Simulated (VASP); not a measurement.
# KCl (Fm-3m) in VASP: notebook, part 2 of 2

VASP 6.6.1. The steps go on from the part before.

**5. Relaxation of the atoms, r2SCAN**

This run uses another cell than the first one, of 29.28 Å³/atom.

Contents of POSCAR:

```
KCl
1.0
    0.0000000000      3.0822383000      3.0822383000
    3.0822383000      0.0000000000      3.0822383000
    3.0822383000      3.0822383000      0.0000000000
K Cl
1 1
Direct
    0.0000000000      0.0000000000      0.0000000000
    0.5000000000      0.5000000000      0.5000000000
```

Contents of INCAR.step1:

```
SYSTEM = KCl
ALGO = Normal
EDIFF = 1E-4
ENCUT = 520
GGA = PE
ISMEAR = -1
LASPH = .True.
LCHARG = .False.
LREAL = .False.
LWAVE = .True.
NELM = 80
PREC = Accurate
SIGMA = 0.02
```

Contents of INCAR.step2:

```
SYSTEM = KCl
ALGO = Normal
EDIFF = 1E-7
EDIFFG = -0.01
ENCUT = 520
IBRION = 2
ISIF = 2
ISMEAR = -1
ISTART = 1
LASPH = .True.
LCHARG = .False.
LMIXTAU = .True.
LREAL = .False.
LWAVE = .False.
METAGGA = R2SCAN
NELM = 80
NSW = 50
PREC = Accurate
SIGMA = 0.02
```

Contents of KPOINTS:

```
k-points
0
Gamma
  8 8 8
  0 0 0
```

Potentials or basis: VASP PAW PBE potentials, release 64 (K_sv, Cl).

Command:

```bash
cat potpaw_PBE.64/K_sv/POTCAR potpaw_PBE.64/Cl/POTCAR > POTCAR
cp INCAR.step1 INCAR
mpirun -np 1 vasp_std > vasp.out
cp INCAR.step2 INCAR
mpirun -np 1 vasp_std > vasp.out
```

OUTCAR:

```text
SYSTEM = KCl
   EDIFF = 1E-7
   EDIFFG = -0.01
   ENCUT = 520
   IBRION = 2
   ISIF = 2
   ISMEAR = -1
   ISTART = 1
   LASPH = .True.
   LREAL = .False.
   METAGGA = R2SCAN
   NELM = 80
   NSW = 50
   PREC = Accurate

 ion  position               nearest neighbor table
   1  0.000  0.000  0.000-   2 3.08   2 3.08   2 3.08   2 3.08   2 3.08   2 3.08
   2  0.500  0.500  0.500-   1 3.08   1 3.08   1 3.08   1 3.08   1 3.08   1 3.08

  LATTYP: Found a face centered cubic cell.
 ALAT       =     6.1644766000

  Lattice vectors:

 A1 = (   0.0000000000,   3.0822383000,   3.0822383000)
 A2 = (   3.0822383000,   0.0000000000,   3.0822383000)
 A3 = (   3.0822383000,   3.0822383000,   0.0000000000)

Analysis of symmetry for initial positions (statically):
=====================================================================
 Subroutine PRICEL returns:
 Original cell was already a primitive cell.

 Routine SETGRP: Setting up the symmetry group for a
 face centered cubic supercell.

 Subroutine GETGRP returns: Found 48 space group operations
 (whereof 48 operations were pure point group operations)
 out of a pool of 48 trial point group operations.

The static configuration has the point symmetry O_h .

Analysis of symmetry for dynamics (positions and initial velocities):
=====================================================================
 Subroutine PRICEL returns:
 Original cell was already a primitive cell.

 Routine SETGRP: Setting up the symmetry group for a
 face centered cubic supercell.

 Subroutine GETGRP returns: Found 48 space group operations
 (whereof 48 operations were pure point group operations)
 out of a pool of 48 trial point group operations.

The dynamic configuration has the point symmetry O_h .

 Subroutine INISYM returns: Found 48 space group operations
 (whereof 48 operations are pure point group operations),
 and found     1 'primitive' translations

[... 124 lines left out ...]
   LRPA    =     F    only Hartree local field effects (RPA)
 conjugate gradient relaxation of ions
 non-spin polarized calculation
  energy-cutoff  :      520.00
  volume of cell :       58.56
 maximum number of plane-waves:      1604
   NGX = 17   NGY = 17   NGZ = 17

 number of electron      16.0000000 magnetization

 Free energy of the ion-electron system (eV)
  ---------------------------------------------------
  ext. energy  EPLUGINS =         0.00000000
  ---------------------------------------------------
  free energy    TOTEN  =       -16.49029523 eV

  energy without entropy =      -16.49029523  energy(sigma->0) =      -16.49029523

 E-fermi :  -1.4998     XC(G=0):  -8.2339

 val. band max:       -2.0068037814   @ k =   0.0000   0.0000   0.0000
 cond. band min:       4.0515621523   @ k =   0.0000   0.0000   0.0000
 fundamental gap:      6.0583659337
 Fermi energy:        -1.4998447884

 k-point     1 :       0.0000    0.0000    0.0000
  band No.  band energies     occupation
      1     -30.1295      2.00000
      2     -14.7520      2.00000
      3     -12.8224      2.00000
      4     -12.8224      2.00000
      5     -12.8224      2.00000
      6      -2.0068      2.00000
      7      -2.0068      2.00000
      8      -2.0068      2.00000
      9       4.0516      0.00000
     10       7.0452      0.00000
     11       7.0452      0.00000
     12       7.0452      0.00000
[... 331 lines left out ...]
 k-point    24 :      -0.3750    0.2500    0.1250
  band No.  band energies     occupation
      1     -30.1130      2.00000
      2     -14.8456      2.00000
      3     -12.8894      2.00000
      4     -12.8623      2.00000
      5     -12.6626      2.00000
      6      -2.9282      2.00000
      7      -2.4528      2.00000
      8      -2.3817      2.00000
      9       6.5425      0.00000
     10       7.0813      0.00000
     11       9.2207      0.00000
     12       9.2432      0.00000

 [... further k-points ...]

------------------------ aborting loop because EDIFF is reached ----------------------------------------

  FORCE on cell =-STRESS in cart. coord.  units (eV):
  Direction    XX          YY          ZZ          XY          YZ          ZX
  --------------------------------------------------------------------------------------
  -------------------------------------------------------------------------------------
  Total        0.4992162      0.4992162      0.4992162      0.0000000     -0.0000000     -0.0000000
  in kB       13.6574816     13.6574816     13.6574816      0.0000000     -0.0000000     -0.0000000
  external PRESSURE =      13.6574816 kB  Pullay stress =       0.0000000 kB

 VOLUME and BASIS-vectors are now :
 -----------------------------------------------------------------------------
  energy-cutoff  :      520.00
  volume of cell :       58.56
      direct lattice vectors                 reciprocal lattice vectors
     0.000000000  3.082238300  3.082238300    -0.162219774  0.162219774  0.162219774
     3.082238300  0.000000000  3.082238300     0.162219774 -0.162219774  0.162219774
     3.082238300  3.082238300  0.000000000     0.162219774  0.162219774 -0.162219774

 POSITION                                       TOTAL-FORCE (eV/Angst)
 -----------------------------------------------------------------------------------
      0.00000      0.00000      0.00000         0.000000      0.000000      0.000000
      3.08224      3.08224      3.08224        -0.000000     -0.000000     -0.000000
 -----------------------------------------------------------------------------------
    total drift:                                0.000000     -0.000000     -0.000000

  FREE ENERGIE OF THE ION-ELECTRON SYSTEM (eV)
  ---------------------------------------------------
  free  energy   TOTEN  =       -16.4902952276 eV

  energy  without entropy=      -16.4902952276  energy(sigma->0) =      -16.49029523

 reached required accuracy - stopping structural energy minimisation
```

OUTCAR.step1:

```text
SYSTEM = KCl
   EDIFF = 1E-4
   ENCUT = 520
   GGA = PE
   ISMEAR = -1
   LASPH = .True.
   LREAL = .False.
[... 579 lines left out ...]
      0.00000      0.00000      0.00000        -0.000000      0.000000     -0.000000
      3.08224      3.08224      3.08224         0.000000      0.000000      0.000000
 -----------------------------------------------------------------------------------
    total drift:                                0.000000     -0.000000     -0.000000

  FREE ENERGIE OF THE ION-ELECTRON SYSTEM (eV)
  ---------------------------------------------------
  free  energy   TOTEN  =        -6.7687877256 eV

  energy  without entropy=       -6.7687877256  energy(sigma->0) =       -6.76878773
```

OSZICAR.step1:

```text
N       E                     dE             d eps       ncg     rms          rms(c)
DAV:   1     0.109588760120E+03    0.10959E+03   -0.74287E+03   696   0.120E+03
DAV:   2    -0.867211411418E+00   -0.11046E+03   -0.10233E+03   876   0.285E+02
DAV:   3    -0.682742130678E+01   -0.59602E+01   -0.59296E+01   880   0.623E+01
DAV:   4    -0.704417226342E+01   -0.21675E+00   -0.21651E+00  1224   0.106E+01
DAV:   5    -0.704547514474E+01   -0.13029E-02   -0.13028E-02   900   0.906E-01    0.366E+00
DAV:   6    -0.676913576199E+01    0.27634E+00   -0.52508E-01   836   0.413E+00    0.300E+00
DAV:   7    -0.675556558395E+01    0.13570E-01   -0.13496E-01   896   0.229E+00    0.170E+00
DAV:   8    -0.676752118862E+01   -0.11956E-01   -0.20077E-02   916   0.125E+00    0.191E-01
DAV:   9    -0.676811885125E+01   -0.59766E-03   -0.98546E-04   912   0.217E-01    0.104E-01
DAV:  10    -0.676877945635E+01   -0.66061E-03   -0.70376E-04   788   0.206E-01    0.165E-02
DAV:  11    -0.676878772561E+01   -0.82693E-05   -0.13323E-05   676   0.303E-02
   1 F= -.67687877E+01 E0= -.67687877E+01  d E =-.402819E-10
```

Run time: 53 s. Hardware: 1 thread of AMD EPYC 9R45 (Zen 5), shared host; peak memory 0.16 GiB.

What came out:

* Free energy: -16.4903 eV
* Pressure after relaxing: 1.4 GPa
* Band gap on the k mesh: 6.06 eV

Final structure:
```xyz
2
Lattice="0.0000 3.0822 3.0822 3.0822 0.0000 3.0822 3.0822 3.0822 0.0000" Properties=species:S:1:pos:R:3 pbc="T T T"
K     0.0000    0.0000    0.0000
Cl    3.0822    3.0822    3.0822
```

Caveat: the relaxation stopped at its first step, so nothing moved; the PAW data sets were made with another functional, which shifts forces and pressure a little.

**6. Summary**

| task | cell | cutoff (eV) | gap on the mesh (eV) | pressure (GPa) |
| --- | --- | --- | --- | --- |
| single point | a = 4.508 Å, angles 60.0°, 2 atoms | 520 | 5.69 | -0.7 |
| single point | a = 4.537 Å, angles 60.0°, 2 atoms | 520 | 5.63 | -1.0 |
| relaxation of cell and atoms | relaxed from a = 4.450 Å, angles 60.0°, 2 atoms | 600 | 5.83 | 0.0 |
| relaxation of the atoms | atoms relaxed from a = 4.359 Å, angles 60.0°, 2 atoms | 520 | 6.06 | 1.4 |

Alike in all rows: level r2SCAN; potentials or basis VASP PAW PBE potentials, release 64 (K_sv, Cl); no spin polarisation; k mesh 8 × 8 × 8; smearing fermi-dirac 0.02 eV.

Caveats: the PAW data sets were made with another functional, which shifts forces and pressure a little; the relaxation stopped at its first step, so nothing moved (at least some runs).

Total energies depend on the potentials used, so only differences within one code and one set of settings carry meaning.

**7. How close it comes**

Step 2. A measured gap of KCl is 8.68 eV (a printed reference work, monograph); the calculated 5.69 eV misses it by -2.99 eV. The value is that of r2SCAN on a finite k mesh, which can miss the band edges, without temperature or zero-point motion.
